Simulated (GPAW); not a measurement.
# NaCl (Fm-3m) in GPAW: reference runs

Aim: a first look at NaCl with PBE, on the cell as given and on a disturbed one.

Program: GPAW 26.7.0. These are calculated values, not measurements. Logs are shortened: lines on timing, memory, paths and dates and some standing lists are left out, and cuts for length are marked. The log counts tension as positive stress, the text compression.

## Step 1: The crystal as given

It takes space group Fm-3m (No. 225, cubic). Conventional cell: a = 5.588 Å, b = 5.588 Å, c = 5.588 Å, α = 90.00°, β = 90.00°, γ = 90.00°. Cl (site symmetry m-3m) has 6 Na at 2.79 Å as nearest neighbours. Na (site symmetry m-3m) is surrounded by 6 Cl at 2.79 Å.

The cell is a database's computed one.

## Step 2: Single point, PBE

run.py reads:

```python
from ase import Atoms
from ase.dft.bandgap import bandgap
from ase.io import write
from ase.units import GPa
from gpaw import GPAW, PW

atoms = Atoms(['Cl', 'Na'],
              cell=[[0.0, 2.7940632177, 2.7940632177],
                    [2.7940632177, 0.0, 2.7940632177],
                    [2.7940632177, 2.7940632177, 0.0]],
              scaled_positions=[[0.5, 0.5, 0.5],
                                [0.0, 0.0, 0.0]],
              pbc=True)

calc = GPAW(mode=PW(800),
            xc='PBE',
            kpts={'size': (8, 8, 8), 'gamma': True},
            occupations={'name': 'fermi-dirac', 'width': 0.05},
            nbands=15,
            convergence={'density': 1e-05, 'energy': 1e-05},
            maxiter=150,
            txt='gpaw.txt')
atoms.calc = calc
energy = atoms.get_potential_energy()
forces = atoms.get_forces()
stress = atoms.get_stress()
calc.write('gs.gpw')
write('result.traj', atoms)
print(f'Energy: {energy:.6f} eV')
print('Forces (eV/A):')
print(forces.round(4))
print('Stress (GPa):', (stress / GPa).round(3))
print('Fermi level:', round(calc.get_fermi_level(), 4), 'eV')
print(f'Gap: {bandgap(calc)[0]:.4f} eV, direct: {bandgap(calc, direct=True)[0]:.4f} eV')
```

Potentials or basis: GPAW PAW data sets (gpaw-data 1.2.1), pw.

Command:

```sh
$ OMP_NUM_THREADS=1 python run.py
```

gpaw.txt:

```text
__  _  _
 | _ |_)|_||  |
 |__||  | ||/\| - 26.7.0

Input parameters:
  mode=PW(ecut=800.0),
  convergence={'density': 1e-05, 'energy': 1e-05},
  kpts=MonkhorstPack(size=(8, 8, 8), gamma=True),
  maxiter=150,
  nbands=15,
  occupations=Occupations(name='fermi-dirac', width=0.05),
  xc=XC(name='PBE')

Diagonalizing LCAO Hamiltonian
Converting LCAO to pw mode

                Cl

       Na

Atoms  # Å, Bohr magnetons
|   | symbol |        x |        y |        z |    initial magnetic moments |
|---|--------|----------|----------|----------|-----------------------------|
| 0 |     Cl | 2.794063 | 2.794063 | 2.794063 | ( 0.0000,  0.0000,  0.0000) |
| 1 |     Na | 0.000000 | 0.000000 | 0.000000 | ( 0.0000,  0.0000,  0.0000) |

Unit cell  # Å
| periodic |        x |        y |        z |  lengths |    angles |
|----------|----------|----------|----------|----------|-----------|
|      yes | 0.000000 | 2.794063 | 2.794063 | 3.951402 | 60.000000 |
|      yes | 2.794063 | 0.000000 | 2.794063 | 3.951402 | 60.000000 |
|      yes | 2.794063 | 2.794063 | 0.000000 | 3.951402 | 60.000000 |

Number of symmetries: 48
Symmetry operations  # r_c * U_cc + t_c -> r_c
|    | kind |            matrix            |
|----|------|------------------------------|
|  0 |  σ   |  1, 0, 0,  1, 0,-1,  1,-1, 0 |
|  1 |  C2  |  1, 0, 0,  1,-1, 0,  1, 0,-1 |
|  2 |  E   |  1, 0, 0,  0, 1, 0,  0, 0, 1 |
|  3 |  σ   |  1, 0, 0,  0, 0, 1,  0, 1, 0 |
|  4 |  C4  |  1, 0,-1,  1, 0, 0,  1,-1, 0 |
|  5 |  S6  |  1, 0,-1,  1,-1, 0,  1, 0, 0 |
|  6 |  σ   |  1, 0,-1,  0, 1,-1,  0, 0,-1 |
|  7 |  C3  |  1, 0,-1,  0, 0,-1,  0, 1,-1 |
|  8 |  S6  |  1,-1, 0,  1, 0, 0,  1, 0,-1 |
|  9 |  C4  |  1,-1, 0,  1, 0,-1,  1, 0, 0 |
| 10 |  C3  |  1,-1, 0,  0,-1, 1,  0,-1, 0 |
| 11 |  σ   |  1,-1, 0,  0,-1, 0,  0,-1, 1 |
| 12 |  σ   |  0, 1, 0,  1, 0, 0,  0, 0, 1 |
| 13 |  C4  |  0, 1, 0,  0, 1,-1, -1, 1, 0 |
| 14 |  C3  |  0, 1, 0,  0, 0, 1,  1, 0, 0 |
| 15 |  S6  |  0, 1, 0, -1, 1, 0,  0, 1,-1 |
| 16 |  C2  |  0, 1,-1,  1, 0,-1,  0, 0,-1 |
| 17 |  σ   |  0, 1,-1,  0, 1, 0, -1, 1, 0 |
| 18 |  S4  |  0, 1,-1,  0, 0,-1,  1, 0,-1 |
| 19 |  C4  |  0, 1,-1, -1, 1, 0,  0, 1, 0 |
| 20 |  C3  |  0, 0, 1,  1, 0, 0,  0, 1, 0 |
| 21 |  σ   |  0, 0, 1,  0, 1, 0,  1, 0, 0 |
| 22 |  S6  |  0, 0, 1,  0,-1, 1, -1, 0, 1 |
| 23 |  C4  |  0, 0, 1, -1, 0, 1,  0,-1, 1 |
| 24 |  S4  |  0, 0,-1,  1, 0,-1,  0, 1,-1 |
| 25 |  C3  |  0, 0,-1,  0, 1,-1,  1, 0,-1 |
| 26 |  C2  |  0, 0,-1,  0,-1, 0, -1, 0, 0 |
| 27 |  S6  |  0, 0,-1, -1, 0, 0,  0,-1, 0 |
| 28 |  S4  |  0,-1, 1,  1,-1, 0,  0,-1, 0 |
| 29 |  C4  |  0,-1, 1,  0, 0, 1, -1, 0, 1 |
| 30 |  C2  |  0,-1, 1,  0,-1, 0,  1,-1, 0 |
| 31 |  σ   |  0,-1, 1, -1, 0, 1,  0, 0, 1 |
| 32 |  C3  |  0,-1, 0,  1,-1, 0,  0,-1, 1 |
| 33 |  S6  |  0,-1, 0,  0, 0,-1, -1, 0, 0 |
| 34 |  S4  |  0,-1, 0,  0,-1, 1,  1,-1, 0 |
| 35 |  C2  |  0,-1, 0, -1, 0, 0,  0, 0,-1 |
| 36 |  C2  | -1, 1, 0,  0, 1, 0,  0, 1,-1 |
| 37 |  S6  | -1, 1, 0,  0, 1,-1,  0, 1, 0 |
| 38 |  S4  | -1, 1, 0, -1, 0, 1, -1, 0, 0 |
| 39 |  C3  | -1, 1, 0, -1, 0, 0, -1, 0, 1 |
| 40 |  S6  | -1, 0, 1,  0, 0, 1,  0,-1, 1 |
| 41 |  C2  | -1, 0, 1,  0,-1, 1,  0, 0, 1 |
| 42 |  C3  | -1, 0, 1, -1, 1, 0, -1, 0, 0 |
| 43 |  S4  | -1, 0, 1, -1, 0, 0, -1, 1, 0 |
| 44 |  C2  | -1, 0, 0,  0, 0,-1,  0,-1, 0 |
| 45 |  i   | -1, 0, 0,  0,-1, 0,  0, 0,-1 |
| 46 |  σ   | -1, 0, 0, -1, 1, 0, -1, 0, 1 |
| 47 |  C2  | -1, 0, 0, -1, 0, 1, -1, 1, 0 |

BZ-sampling:
  Number of BZ points: 512
  Number of IBZ points: 29

  Monkhorst-Pack size: [8, 8, 8]
  Monkhorst-Pack shift: [0.0625, 0.0625, 0.0625]

K-points  # in reciprocal-cell coordinates
|     |                                coordinates |     weight |
|-----|--------------------------------------------|------------|
|   0 | (  0.00000000,   0.00000000,   0.00000000) | 0.00195312 |
|   1 | (  0.12500000,   0.12500000,   0.00000000) | 0.01171875 |
|   2 | (  0.12500000,   0.12500000,   0.12500000) | 0.01562500 |
|   3 | (  0.25000000,   0.12500000,   0.12500000) | 0.02343750 |
|   4 | (  0.25000000,   0.25000000,   0.00000000) | 0.01171875 |
|   5 | (  0.25000000,   0.25000000,   0.12500000) | 0.04687500 |
|   6 | (  0.25000000,   0.25000000,   0.25000000) | 0.01562500 |
|   7 | (  0.37500000,   0.25000000,  -0.37500000) | 0.04687500 |
|   8 | (  0.37500000,   0.25000000,   0.12500000) | 0.04687500 |
|   9 | (  0.37500000,   0.25000000,   0.25000000) | 0.04687500 |
| ... |                                            |            |
|  28 | (  0.50000000,   0.50000000,   0.50000000) | 0.00781250 |

Plane wave coefficients: 2272
Cutoff: 800.0 eV

Spin-components: 1 (collinear spins)
Bands:           15
Projectors:      10
Spin-degeneracy: 2
Datatype:        complex128

Density:
  Valence electrons: 14.0
  Components: 1
  Grid points: [27 27 27]
  Charge: 0.0  # |e|

Potential:
  Grid points: [27 27 27]

species:
  Cl:
    name:    Chlorine
    Z:       17.0
    valence: 7
    core:    10
    charge:  0.0  # [|e|]
    compensation charges:
      type: gauss
      rc: 0.25  # [Å]
      lmax: 2
    cutoffs:
      filter: 1.40  # [Å]
      core: 1.49  # [Å]
    projectors
    | kind |    occ | energy [eV] | rcut [Å] |
    |------|--------|-------------|----------|
    |   3s |  2.000 |     -20.689 |    0.794 |
    |   3p |  5.000 |      -8.594 |    0.794 |
    |    s |        |       6.523 |    0.794 |
    |    p |        |      18.617 |    0.794 |
    |    d |        |       0.000 |    0.794 |

    Using partial waves for Cl as LCAO basis

  Na:
    name:    Sodium
    Z:       11.0
    valence: 7
    core:    4
    charge:  0.0  # [|e|]
    compensation charges:
      type: gauss
      rc: 0.37  # [Å]
      lmax: 2
    cutoffs:
      filter: 2.17  # [Å]
      core: 2.59  # [Å]
    projectors
    | kind |    occ | energy [eV] | rcut [Å] |
    |------|--------|-------------|----------|
    |   3s |  1.000 |      -2.744 |    1.201 |
    |   2p |  6.000 |     -28.672 |    1.217 |
    |   3p |  0.000 |      -0.743 |    1.217 |
    |    s |        |      24.468 |    1.201 |
    |    d |        |       0.000 |    1.238 |

    Using partial waves for Na as LCAO basis

Reference energy: -16973.559893  # eV

eigensolver:
  PPCG
  Converge bands: occupied
  niter=2

density mixing:
  MSR1-Mixer
  Pratt-step length: 0.05
  Maximum mixing coefficient: 0.75
  Old densities: 10
  SVD Regularization: 0.005
  Good broyden scale: 1.0
  Trust region scale: 1.0
  Backstep threshold: 4.0
  History deletion threshold: 6.0
  Fourier metric: weight=20.0, sigma=0.015

occupation numbers:
  Fermi-Dirac:
    width: 0.0500  # eV

poisson solver:
  ecut: 6400.0  # eV

xc functional:
[... 9 lines left out ...]
|iter     | |      energy | eigst |  dens |
|---------|-|-------------|-------|-------|
|iter:   1| |   -6.825572 | -0.73 |       |
|iter:   2| |   -6.809810 | -2.99 | -1.33 |
|iter:   3| |   -6.758648 | -2.26 | -1.36 |
|iter:   4| |   -6.764295 | -3.94 | -1.85 |
|iter:   5| |   -6.765609 | -4.35 | -2.30 |
|iter:   6| |   -6.765634 | -5.87 | -3.32 |
|iter:   7| |   -6.765639c| -6.67 | -3.70 |
|iter:   8| |   -6.765639c| -8.16c| -4.92 |
|iter:   9| |   -6.765639c| -8.88c| -5.46c|

Converged in 9 steps
Energy contributions relative to reference atoms: (reference = -16973.559893)

Energy contributions:
  Kinetic:           9.131982
  Coulomb:          -8.949387
  Zero:              0.038335
  External:          0.000000
  Xc:               -6.986569
  Entropy:           0.000000
  Spinorbit:         0.000000
  ----------------------------
  Free energy:      -6.765639
  Extrapolated:     -6.765639

dipole moment: (-5.210485, -5.210485, -5.210485)  # |e|*Ang

Fermi level: 1.732
Eigenvalues  # (at kpt = [0.000, 0.000, 0.000])
| band index |      eig [eV] | occ [0-2] |
|------------|---------------|-----------|
|          0 |       -21.114 |     2.000 |
|          1 |       -21.114 |     2.000 |
|          2 |       -21.114 |     2.000 |
|          3 |       -13.081 |     2.000 |
|          4 |        -0.357 |     2.000 |
|          5 |        -0.357 |     2.000 |
|          6 |        -0.357 |     2.000 |
|          7 |         4.866 |     0.000 |
|          8 |        10.708 |     0.000 |
|          9 |        10.708 |     0.000 |
|         10 |        10.708 |     0.000 |
|         11 |        12.804 |     0.000 |
|         12 |        12.804 |     0.000 |
|         13 |        14.666 |     0.000 |
|         14 |        17.140 |     0.000 |

Gap: 5.222 eV
Transition (v -> c):
  (s=0, k=0, n=6, [0.00, 0.00, 0.00]) -> (s=0, k=0, n=7, [0.00, 0.00, 0.00])
No difference between direct/indirect transitions

Forces  # eV/Ang
|       x |        y |        z |
|---------|----------|----------|
| 0.00000 |  0.00000 |  0.00000 |  # Cl   0
| 0.00000 | -0.00000 | -0.00000 |  # Na   1

Stress tensor  # eV/Ang^3
|         x |         y |         z |
|-----------|-----------|-----------|
| -0.009488 |  0.000000 |  0.000000 |
|  0.000000 | -0.009488 |  0.000000 |
|  0.000000 |  0.000000 | -0.009488 |

# Writing to gs.gpw (mode='')
```

Run time: 12 s. Hardware: 1 thread of Intel Xeon 6975P-C (Granite Rapids), shared host; peak memory 0.17 GiB.

Results:

```yaml
Free_energy: -6.7656 eV
Pressure: 1.5 GPa
Band_gap_on_the_k_mesh: 5.22 eV, direct
```

## Step 3: Single point, PBE (atoms moved at random, drawn with an rms of 0.05 Å)

Changes to run.py since step 2:

```diff
@@ -10,4 +10,4 @@
                     [2.7940632177, 2.7940632177, 0.0]],
-              scaled_positions=[[0.5, 0.5, 0.5],
-                                [0.0, 0.0, 0.0]],
+              scaled_positions=[[0.488206, 0.512643, 0.501932],
+                                [-0.00417, 0.002995, -0.003606]],
               pbc=True)
```

Potentials or basis: GPAW PAW data sets (gpaw-data 1.2.1), pw.

Command:

```sh
$ OMP_NUM_THREADS=1 python run.py
```

gpaw.txt:

```text
__  _  _
 | _ |_)|_||  |
 |__||  | ||/\| - 26.7.0

Input parameters:
  mode=PW(ecut=800.0),
  convergence={'density': 1e-05, 'energy': 1e-05},
  kpts=MonkhorstPack(size=(8, 8, 8), gamma=True),
  maxiter=150,
  nbands=15,
  occupations=Occupations(name='fermi-dirac', width=0.05),
  xc=XC(name='PBE')

Diagonalizing LCAO Hamiltonian
Converting LCAO to pw mode

                Cl

       Na

Atoms  # Å, Bohr magnetons
|   | symbol |         x |         y |         z |    initial magnetic moments |
|---|--------|-----------|-----------|-----------|-----------------------------|
| 0 |     Cl |  2.834787 |  2.766508 |  2.796435 | ( 0.0000,  0.0000,  0.0000) |
| 1 |     Na | -0.001707 | -0.021727 | -0.003283 | ( 0.0000,  0.0000,  0.0000) |

Unit cell  # Å
| periodic |        x |        y |        z |  lengths |    angles |
|----------|----------|----------|----------|----------|-----------|
|      yes | 0.000000 | 2.794063 | 2.794063 | 3.951402 | 60.000000 |
|      yes | 2.794063 | 0.000000 | 2.794063 | 3.951402 | 60.000000 |
|      yes | 2.794063 | 2.794063 | 0.000000 | 3.951402 | 60.000000 |

Number of symmetries: 1
Symmetry operations  # r_c * U_cc + t_c -> r_c
|   | kind |            matrix            |
|---|------|------------------------------|
| 0 |  E   |  1, 0, 0,  0, 1, 0,  0, 0, 1 |

BZ-sampling:
  Number of BZ points: 512
  Number of IBZ points: 260

  Monkhorst-Pack size: [8, 8, 8]
  Monkhorst-Pack shift: [0.0625, 0.0625, 0.0625]

K-points  # in reciprocal-cell coordinates
|     |                                coordinates |     weight |
|-----|--------------------------------------------|------------|
|   0 | (  0.00000000,   0.00000000,   0.00000000) | 0.00195312 |
|   1 | (  0.00000000,   0.00000000,   0.12500000) | 0.00390625 |
|   2 | (  0.00000000,   0.00000000,   0.25000000) | 0.00390625 |
|   3 | (  0.00000000,   0.00000000,   0.37500000) | 0.00390625 |
|   4 | (  0.00000000,   0.00000000,   0.50000000) | 0.00195312 |
|   5 | (  0.00000000,   0.12500000,  -0.37500000) | 0.00390625 |
|   6 | (  0.00000000,   0.12500000,  -0.25000000) | 0.00390625 |
|   7 | (  0.00000000,   0.12500000,  -0.12500000) | 0.00390625 |
|   8 | (  0.00000000,   0.12500000,   0.00000000) | 0.00390625 |
|   9 | (  0.00000000,   0.12500000,   0.12500000) | 0.00390625 |
| ... |                                            |            |
| 259 | (  0.50000000,   0.50000000,   0.50000000) | 0.00195312 |

Plane wave coefficients: 2272
Cutoff: 800.0 eV

Spin-components: 1 (collinear spins)
Bands:           15
Projectors:      10
Spin-degeneracy: 2
Datatype:        complex128

Density:
  Valence electrons: 14.0
  Components: 1
  Grid points: [27 27 27]
  Charge: 0.0  # |e|

Potential:
  Grid points: [27 27 27]

species:
  Cl:
    name:    Chlorine
    Z:       17.0
    valence: 7
    core:    10
    charge:  0.0  # [|e|]
    compensation charges:
      type: gauss
      rc: 0.25  # [Å]
      lmax: 2
    cutoffs:
      filter: 1.40  # [Å]
      core: 1.49  # [Å]
    projectors
    | kind |    occ | energy [eV] | rcut [Å] |
    |------|--------|-------------|----------|
    |   3s |  2.000 |     -20.689 |    0.794 |
    |   3p |  5.000 |      -8.594 |    0.794 |
    |    s |        |       6.523 |    0.794 |
    |    p |        |      18.617 |    0.794 |
    |    d |        |       0.000 |    0.794 |

    Using partial waves for Cl as LCAO basis

  Na:
    name:    Sodium
    Z:       11.0
    valence: 7
    core:    4
    charge:  0.0  # [|e|]
    compensation charges:
      type: gauss
      rc: 0.37  # [Å]
      lmax: 2
    cutoffs:
      filter: 2.17  # [Å]
      core: 2.59  # [Å]
    projectors
    | kind |    occ | energy [eV] | rcut [Å] |
    |------|--------|-------------|----------|
    |   3s |  1.000 |      -2.744 |    1.201 |
    |   2p |  6.000 |     -28.672 |    1.217 |
    |   3p |  0.000 |      -0.743 |    1.217 |
    |    s |        |      24.468 |    1.201 |
    |    d |        |       0.000 |    1.238 |

    Using partial waves for Na as LCAO basis

Reference energy: -16973.559893  # eV

eigensolver:
  PPCG
  Converge bands: occupied
  niter=2

density mixing:
  MSR1-Mixer
  Pratt-step length: 0.05
  Maximum mixing coefficient: 0.75
  Old densities: 10
  SVD Regularization: 0.005
  Good broyden scale: 1.0
  Trust region scale: 1.0
  Backstep threshold: 4.0
  History deletion threshold: 6.0
  Fourier metric: weight=20.0, sigma=0.015

occupation numbers:
  Fermi-Dirac:
    width: 0.0500  # eV

poisson solver:
  ecut: 6400.0  # eV

xc functional:
[... 9 lines left out ...]
|iter     | |      energy | eigst |  dens |
|---------|-|-------------|-------|-------|
|iter:   1| |   -6.824398 | -0.73 |       |
|iter:   2| |   -6.808600 | -2.99 | -1.33 |
|iter:   3| |   -6.757244 | -2.25 | -1.36 |
|iter:   4| |   -6.762868 | -3.94 | -1.85 |
|iter:   5| |   -6.764182 | -4.35 | -2.30 |
|iter:   6| |   -6.764207 | -5.86 | -3.32 |
|iter:   7| |   -6.764212c| -6.69 | -3.71 |
|iter:   8| |   -6.764212c| -7.96c| -4.92 |
|iter:   9| |   -6.764212c| -8.74c| -5.45c|

Converged in 9 steps
Energy contributions relative to reference atoms: (reference = -16973.559893)

Energy contributions:
  Kinetic:           9.154339
  Coulomb:          -8.966734
  Zero:              0.038307
  External:          0.000000
  Xc:               -6.990124
  Entropy:           0.000000
  Spinorbit:         0.000000
  ----------------------------
  Free energy:      -6.764212
  Extrapolated:     -6.764212

dipole moment: (0.003979, 5.137012, -0.009598)  # |e|*Ang

Fermi level: 1.732
Eigenvalues  # (at kpt = [0.000, 0.000, 0.000])
| band index |      eig [eV] | occ [0-2] |
|------------|---------------|-----------|
|          0 |       -21.114 |     2.000 |
|          1 |       -21.113 |     2.000 |
|          2 |       -21.113 |     2.000 |
|          3 |       -13.081 |     2.000 |
|          4 |        -0.358 |     2.000 |
|          5 |        -0.357 |     2.000 |
|          6 |        -0.357 |     2.000 |
|          7 |         4.866 |     0.000 |
|          8 |        10.709 |     0.000 |
|          9 |        10.709 |     0.000 |
|         10 |        10.710 |     0.000 |
|         11 |        12.805 |     0.000 |
|         12 |        12.808 |     0.000 |
|         13 |        14.664 |     0.000 |
|         14 |        17.139 |     0.000 |

Gap: 5.223 eV
Transition (v -> c):
  (s=0, k=0, n=6, [0.00, 0.00, 0.00]) -> (s=0, k=0, n=7, [0.00, 0.00, 0.00])
No difference between direct/indirect transitions

Forces  # eV/Ang
|        x |        y |        z |
|----------|----------|----------|
| -0.06518 |  0.00884 | -0.00858 |  # Cl   0
|  0.06519 | -0.00884 |  0.00858 |  # Na   1

Stress tensor  # eV/Ang^3
|         x |         y |         z |
|-----------|-----------|-----------|
| -0.009963 | -0.000015 |  0.000015 |
| -0.000015 | -0.009464 | -0.000002 |
|  0.000015 | -0.000002 | -0.009464 |

# Writing to gs.gpw (mode='')
```

It took 96 s on 1 thread of Intel Xeon 6975P-C (Granite Rapids), shared host; peak memory 0.41 GiB.

What came out:

* Free energy: -6.7642 eV
* Pressure: 1.5 GPa
* Largest force: 0.066 eV/Å
* Band gap on the k mesh: 5.22 eV, direct

Forces on the atoms (eV/Å):
```
Cl  -0.065  0.009 -0.009
Na   0.065 -0.009  0.009
```
